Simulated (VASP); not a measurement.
# CaO (Lime) (Fm-3m) in VASP: settings compared, part 3 of 3

VASP 6.6.1.

**5. Band structure, HSE06**

This run uses another cell than the first one, of 13.61 Å³/atom, 0.961 times its volume.

File POSCAR:

```
CaO                                     
1.0
    0.0000000000      2.3873311533      2.3873311533
    2.3873311533      0.0000000000      2.3873311533
    2.3873311533      2.3873311533      0.0000000000
  Ca              O             
     1     1
Direct
     0.0000000000000000    0.0000000000000000    0.0000000000000000
     0.5000000000000000    0.5000000000000000    0.5000000000000000
```

File INCAR.step1:

```
SYSTEM = CaO
PREC = Accurate
ENCUT = 520
EDIFF = 1E-5
ISMEAR = 0
SIGMA = 0.03
LREAL = .FALSE.
LASPH = .TRUE.
NELM = 80
ALGO = Normal
ISIF = 2
LWAVE = .TRUE.
LCHARG = .FALSE.
KPAR = 4
GGA = PE
```

File INCAR.step2:

```
SYSTEM = CaO
PREC = Accurate
ENCUT = 520
EDIFF = 1E-7
ISMEAR = 0
SIGMA = 0.03
LREAL = .FALSE.
LASPH = .TRUE.
NELM = 80
ALGO = Normal
ISIF = 2
LWAVE = .FALSE.
LCHARG = .FALSE.
GGA = PE
LHFCALC = .TRUE.
HFSCREEN = 0.2
PRECFOCK = Fast
KPAR = 4
ISTART = 1
```

File KPOINTS:

```
regular mesh
0
G
  6 6 6
  0 0 0
```

File KPOINTS_OPT:

```
explicit points
6
Reciprocal
 0.0000000000  0.0000000000  0.0000000000 1
 0.3750000000  0.3750000000  0.7500000000 1
 0.5000000000  0.5000000000  0.5000000000 1
 0.6250000000  0.2500000000  0.6250000000 1
 0.5000000000  0.2500000000  0.7500000000 1
 0.5000000000  0.0000000000  0.5000000000 1
```

Potentials or basis: VASP PAW PBE potentials, release 64 (Ca_sv, O).

Launch:

```console
cat potpaw_PBE.64/Ca_sv/POTCAR potpaw_PBE.64/O/POTCAR > POTCAR
cp INCAR.step1 INCAR
mpirun -np 4 vasp_std > vasp.out
cp INCAR.step2 INCAR
mpirun -np 4 vasp_std > vasp.out
```

OUTCAR:

```text
SYSTEM = CaO
   PREC = Accurate
   ENCUT = 520
   EDIFF = 1E-7
   ISMEAR = 0
   LREAL = .FALSE.
   LASPH = .TRUE.
   NELM = 80
   ISIF = 2
   GGA = PE
   LHFCALC = .TRUE.
   HFSCREEN = 0.2
   PRECFOCK = Fast
   ISTART = 1

 ion  position               nearest neighbor table
   1  0.000  0.000  0.000-   2 2.39   2 2.39   2 2.39   2 2.39   2 2.39   2 2.39
   2  0.500  0.500  0.500-   1 2.39   1 2.39   1 2.39   1 2.39   1 2.39   1 2.39

[... 430 lines left out ...]

------------------------ aborting loop because EDIFF is reached ----------------------------------------

  FORCE on cell =-STRESS in cart. coord.  units (eV):
  Direction    XX          YY          ZZ          XY          YZ          ZX
  --------------------------------------------------------------------------------------
  -------------------------------------------------------------------------------------
  Total        0.4265268      0.4265268      0.4265268      0.0000000      0.0000000      0.0000000
  in kB       25.1124398     25.1124398     25.1124398      0.0000000      0.0000000      0.0000000
  external PRESSURE =      25.1124398 kB  Pullay stress =       0.0000000 kB

 VOLUME and BASIS-vectors are now :
 -----------------------------------------------------------------------------
  energy-cutoff  :      520.00
  volume of cell :       27.21
      direct lattice vectors                 reciprocal lattice vectors
     0.000000000  2.387331153  2.387331153    -0.209438896  0.209438896  0.209438896
     2.387331153  0.000000000  2.387331153     0.209438896 -0.209438896  0.209438896
     2.387331153  2.387331153  0.000000000     0.209438896  0.209438896 -0.209438896

 POSITION                                       TOTAL-FORCE (eV/Angst)
 -----------------------------------------------------------------------------------
      0.00000      0.00000      0.00000         0.000000      0.000000      0.000000
      2.38733      2.38733      2.38733         0.000000     -0.000000     -0.000000
 -----------------------------------------------------------------------------------
    total drift:                               -0.000000     -0.000000     -0.000000

  FREE ENERGIE OF THE ION-ELECTRON SYSTEM (eV)
  ---------------------------------------------------
  free  energy   TOTEN  =       -14.8944218053 eV

  energy  without entropy=      -14.8944218053  energy(sigma->0) =      -14.89442181
```

OUTCAR.step1:

```text
SYSTEM = CaO
   PREC = Accurate
   ENCUT = 520
   EDIFF = 1E-5
   ISMEAR = 0
   LREAL = .FALSE.
   LASPH = .TRUE.
[... 452 lines left out ...]
      0.00000      0.00000      0.00000        -0.000000     -0.000000     -0.000000
      2.38733      2.38733      2.38733         0.000000      0.000000      0.000000
 -----------------------------------------------------------------------------------
    total drift:                                0.000000      0.000000      0.000000

  FREE ENERGIE OF THE ION-ELECTRON SYSTEM (eV)
  ---------------------------------------------------
  free  energy   TOTEN  =       -12.7887760615 eV

  energy  without entropy=      -12.7887760615  energy(sigma->0) =      -12.78877606
```

Run time: 5 min. Hardware: 4 MPI ranks of Intel Xeon Platinum 8488C (Sapphire Rapids), shared host; peak memory 0.26 GiB.

Results:

```yaml
Free_energy: -14.8944 eV
Pressure: 2.5 GPa
Band_gap_on_the_k_mesh: 5.32 eV, indirect (least direct gap 5.74 eV)
Band_gap_along_the_path: 5.32 eV, indirect (least direct gap 5.73 eV)
```

Levels at points of the mesh, in eV from the valence-band top:
| k point | band 4 | band 5 | band 6 | band 7 | band 8 | band 9 | band 10 | band 11 | band 12 |
| --- | --- | --- | --- | --- | --- | --- | --- | --- | --- |
| (0.00, 0.00, 0.00) | -19.38 | -17.08 | 0.00 | 0.00 | 0.00 | 6.42 | 8.27 | 8.27 | 8.27 |
| (0.50, 0.00, 0.00) | -19.43 | -15.58 | -2.87 | -1.30 | -1.30 | 9.17 | 10.25 | 10.74 | 10.74 |
| (0.50, 0.50, 0.00) | -19.64 | -16.82 | -1.44 | -0.42 | -0.42 | 5.32 | 10.33 | 11.28 | 12.11 |

Caveat: the PAW data sets were made with another functional, which shifts forces and pressure a little.

**6. Summary**

| task | level | cell | k mesh | cutoff (eV) | by perturbation theory | monkhorst-Pack mesh | grid for exact exchange (PRECFOCK) | screening parameter | gap on the mesh (eV) | pressure (GPa) |
| --- | --- | --- | --- | --- | --- | --- | --- | --- | --- | --- |
| phonons | PBE | Fm-3m, 14.15 Å³/atom | 10 × 10 × 10 | 600 | no | - | - | - | - | - |
| dielectric tensor | PBE | Fm-3m, 14.15 Å³/atom | 16 × 16 × 16 | 600 | - | yes | - | - | - | - |
| band structure | PBE | Fm-3m, 13.61 Å³/atom | 6 × 6 × 6 | 520 | - | - | Fast | - | 3.63 | 4.7 |
| band structure | HSE06 | Fm-3m, 13.61 Å³/atom | 6 × 6 × 6 | 520 | - | - | Fast | 0.2 1/A | 5.32 | 2.5 |

Alike in all rows: potentials or basis VASP PAW PBE potentials, release 64 (Ca_sv, O); no spin polarisation; smearing gaussian 0.03 eV.

Caveats: the PAW data sets were made with another functional, which shifts forces and pressure a little (some runs).

Absolute energies hang on the potentials; compare differences alone.
